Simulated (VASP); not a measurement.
**InSb (F-43m) under a change of volume**

Wanted: the response of InSb to a change of volume, as a table, with a fit that predicts a row left out.

Method: PBEsol; plane waves and PAW (In_d, Sb), in the first sound run; inputs show where later runs differ, in VASP 6.6.1.

Most raw output is cut from this account.

**1. Set-up**

It takes space group F-43m (No. 216, cubic). The conventional cell has a = 6.479 Å, b = 6.479 Å, c = 6.479 Å, α = 90.00°, β = 90.00°, γ = 90.00°. Nearest to In lie 4 Sb at 2.81 Å. Sb has 4 In at 2.81 Å nearest. Farther neighbours are not listed.

Structure file:

```xyz
2
Lattice="0.0000 3.2395 3.2395 3.2395 0.0000 3.2395 3.2395 3.2395 0.0000" Properties=species:S:1:pos:R:3 pbc="T T T"
In    0.0000    0.0000    0.0000
Sb    1.6198    1.6198    1.6198
```

**2. Relax the crystal, PBEsol**

The series starts from the cell that this level prefers, so that zero strain is near zero stress.

This step took 2 runs in a row; the last is shown.

Level: PBEsol; plane waves and PAW (In_d, Sb).

Contents of INCAR:

```
SYSTEM = InSb
PREC = Accurate
ENCUT = 450
EDIFF = 1E-07
NELM = 120
ISMEAR = 0
SIGMA = 0.02
LREAL = .FALSE.
ALGO = Normal
GGA = PS
NBANDS = 15
LASPH = .TRUE.
LORBIT = 11
LWAVE = .FALSE.
LCHARG = .FALSE.
KPAR = 12
IBRION = 2
NSW = 40
ISIF = 3
EDIFFG = -0.005
POTIM = 0.4
```

Contents of POSCAR:

```
InSb
1.0
    0.0000000000      3.2608859940      3.2608859940
    3.2608859940      0.0000000000      3.2608859940
    3.2608859940      3.2608859940      0.0000000000
In Sb
1 1
Direct
    0.0000000000      0.0000000000      0.0000000000
    0.2500000000      0.2500000000      0.2500000000
```

Contents of KPOINTS:

```
Automatic mesh
0
Gamma
8 8 8
0 0 0
```

The projector-augmented-wave data sets are In_d and Sb (PBE family, release 64).

On the command line:

```
$ mpirun -np 12 vasp_std
```

Wall time 5.8 s (12 MPI ranks of Intel Xeon Platinum 8488C (Sapphire Rapids), shared host); peak memory 2.3 GiB; 56 s of CPU time.

Read from the output:

| Quantity | Value |
| --- | --- |
| energy(sigma→0) of the program | -7.6958 eV |
| stress, compression positive | xx, yy, zz 0.00, 0.00, 0.00 GPa |
| volume | 69.348 Å³ |
| ionic steps | 1 |

**3. Relax at fixed volume, PBEsol**

One member in full: the volume is scaled by 1.06, and the cell is held.

Level: PBEsol; plane waves and PAW (In_d, Sb).

Changes to INCAR since step 2:

```diff
@@ -15,7 +15,8 @@
 LCHARG = .FALSE.
-KPAR = 12
+KPAR = 3
 IBRION = 2
 NSW = 40
-ISIF = 3
-EDIFFG = -0.005
+ISIF = 2
+EDIFFG = -0.004
 POTIM = 0.4
+MAXMIX = 40
```

Contents of POSCAR:

```
InSb
1.0
    0.0000000000      3.3248411719      3.3248411719
    3.3248411719      0.0000000000      3.3248411719
    3.3248411719      3.3248411719      0.0000000000
In Sb
1 1
Direct
    0.0000000000      0.0000000000      0.0000000000
    0.2500000000      0.2500000000      0.2500000000
```

KPOINTS is that of step 2.

On the command line:

```
$ mpirun -np 3 vasp_std
```

Run time: 12 s. Hardware: 3 MPI ranks; peak memory 0.63 GiB.

Numbers from this step:

* energy(sigma→0) of the program: -7.6662 eV
* stress, compression positive: xx, yy, zz -2.16, -2.16, -2.16 GPa
* ionic steps: 1

**4. Band edges, TB-mBJ with spin-orbit coupling**

Short lines in KPOINTS_OPT sample the zone centre, for masses, and the other valleys.

Level: TB-mBJ, spin-orbit coupling; plane waves and PAW (In_d, Sb).

TB-mBJ has no energy functional, so the total energy, stress and pressure in this output mean nothing.

Contents of INCAR:

```
SYSTEM = InSb
PREC = Accurate
ENCUT = 450
EDIFF = 1E-06
NELM = 150
ISMEAR = 0
SIGMA = 0.02
LREAL = .FALSE.
ALGO = Normal
METAGGA = MBJ
LASPH = .TRUE.
LNONCOLLINEAR = .TRUE.
MAGMOM = 0 0 0 0 0 0
NBANDS = 28
GGA_COMPAT = .FALSE.
LSORBIT = .TRUE.
LWAVE = .FALSE.
LCHARG = .FALSE.
KPAR = 3
```

POSCAR is that of step 3.

Contents of KPOINTS:

```
Automatic mesh
0
Gamma
6 6 6
0 0 0
```

Contents of KPOINTS_OPT:

```
Line mode
6
Line-mode
Reciprocal
  0.00000000   0.00000000   0.00000000
  0.02645825   0.02645825   0.00000000

  0.00000000   0.00000000   0.00000000
  0.00000000  -0.02645825  -0.02645825

  0.31000000   0.31000000   0.00000000
  0.50000000   0.50000000   0.00000000

  0.00000000   0.31000000   0.31000000
  0.00000000   0.50000000   0.50000000

  0.45000000   0.45000000   0.45000000
  0.50000000   0.50000000   0.50000000

  0.45000000   0.00000000   0.00000000
  0.50000000   0.00000000   0.00000000

  0.42500000   0.42500000   0.00000000
  0.42500000   0.45145825   0.02645825

  0.50000000   0.50000000   0.50000000
  0.48129120   0.51870880   0.50000000
```

On the command line:

```
$ mpirun -np 3 vasp_ncl
```

The job ended after 2.1 min (3 MPI ranks; peak memory 1.4 GiB).

**5. Band edges, r2SCAN with spin-orbit coupling**

Level: r2SCAN, spin-orbit coupling; plane waves and PAW (In_d, Sb).

Changes to INCAR since step 4:

```diff
@@ -4,3 +4,3 @@
 EDIFF = 1E-06
-NELM = 150
+NELM = 100
 ISMEAR = 0
@@ -9,3 +9,3 @@
 ALGO = Normal
-METAGGA = MBJ
+METAGGA = R2SCAN
 LASPH = .TRUE.
```

POSCAR is that of step 4.

KPOINTS is that of step 4.

KPOINTS_OPT is that of step 4.

On the command line:

```
$ mpirun -np 3 vasp_ncl
```

Wall time 4.2 min (3 MPI ranks); peak memory 1.4 GiB.

Numbers from this step:

```
energy(sigma→0) of the program : -48.8297 eV
stress, compression positive   : xx, yy, zz -1.57, -1.57, -1.57 GPa
```

The run ends at a pressure of -1.57 GPa.

**6. The whole series**

The other members went through these steps as far as the tables show, with the same cutoff and, step by step, the same mesh; 25 runs are not shown. The session took 2.7 core hours (wall time by ranks) on a shared machine.

| volume over the relaxed volume | volume (Å³/atom) | pressure (GPa) | energy above the unstrained row (meV/atom) |
| --- | --- | --- | --- |
| 0.940 | 32.594 | 3.076 | 18.877 |
| 0.955 | 33.114 | 2.207 | 10.309 |
| 0.970 | 33.634 | 1.406 | 4.452 |
| 0.985 | 34.154 | 0.673 | 1.086 |
| 1 | 34.674 | -0.004 | 0.000 |
| 1.015 | 35.194 | -0.618 | 1.003 |
| 1.030 | 35.715 | -1.182 | 3.918 |
| 1.045 | 36.235 | -1.694 | 8.582 |
| 1.060 | 36.755 | -2.163 | 14.836 |

A cubic of the pressure in ln(V/V₀) through all rows has the slope −B at V₀: B = 43 GPa, and its curvature gives B′ = 4.9.

Band edges at TB-mBJ with spin-orbit coupling, counted from the valence-band top at Γ, spin-orbit pairs averaged, with one row partly withheld:

```csv
volume over the relaxed volume,gap (eV),conduction band at Γ (eV),Δ or X valley along z (eV),"lowest conduction level at L, [111] (eV)",second valence level below the top (eV),third valence level below the top (eV)
0.940,0.531,0.531,1.383,0.915,0.000,0.713
0.955,0.438,0.438,1.408,0.888,0.000,0.707
0.970,?,?,1.431,0.862,0.000,0.702
0.985,0.257,0.257,1.452,0.836,0.000,0.697
1,0.170,0.170,1.471,0.811,0.000,0.692
1.015,0.085,0.085,1.489,0.787,0.000,0.688
```

**7. Fit and prediction**

The quantity to fit is the conduction level at Γ above the mean of the three top valence levels at TB-mBJ with spin-orbit coupling: 0.769, 0.674, 0.490, 0.401, 0.314 eV in the rows shown.

A least-squares parabola through the 5 rows shown, with u the logarithm of the volume ratio: E = 1.560 u² − 5.847 u + 0.4010 (eV), r.m.s. residual 7.3e-5 eV.

At u = -0.03046 this predicts 0.5805 eV.

**8. The withheld row**

The calculation gives 0.5806 eV, so the prediction is 0.0001 eV too low.

**9. Outcome**

| Quantity | Value |
| --- | --- |
| bulk modulus | 43 GPa |
| gap of the unstrained cell, TB-mBJ with spin-orbit coupling | 0.17 eV |
| dE/d ln V of the conduction level at Γ above the mean of the three top valence levels, TB-mBJ with spin-orbit coupling | -5.85 eV |
| error of the predicted row | -0.1 meV |

**Reading.** At TB-mBJ with spin-orbit coupling the lowest conduction valley is Γ throughout, and the gap runs between 0.09 and 0.53 eV. At TB-mBJ with spin-orbit coupling the gap falls under 0.05 eV in some or all rows, where bands may have changed order, so 3 rows at and beyond those points are left out of its table. At r2SCAN with spin-orbit coupling the gap falls under 0.05 eV in some or all rows, where bands may have changed order, so that level, though run, gets no table. The gap at PBEsol is under 0.05 eV in some or all rows and is left out; the elastic columns come from such cells and can be uneven. Hole masses are left out throughout, since the top bands are degenerate or cross in many series; of conduction masses, those of the Γ, L and (for Si and Ge under (001) strain) Δ valleys are kept where they change by under an eighth between rows. TB-mBJ is a potential fitted for gaps; it has no energy functional, so its total energies and forces mean nothing, and its bands tend to come out too narrow. Δ or X levels are the lowest on their line, refined by a parabola unless they lie at X; the gap is read from all points sampled and can differ from the lowest valley by some meV, or by tens of meV where strain moves the valence top off Γ. Temperature, zero-point motion and excitons are left out.

[Lines on the potential files, build, host, timing and source positions are cut from VASP's logs without a mark.]

[Logs are printed without paths, hosts, clocks, repeated set-up lines and the standing remarks that a program may print on its own settings, such as how far it seeks lower states.]

[Hosts, paths, dates, database ids (printed as entryN), source tags and the programs' standing remarks are cut or masked in the printed files.]

[In band tables of VASP the shares of atoms and orbitals are scaled to a sum of 1 inside the atoms' spheres.]
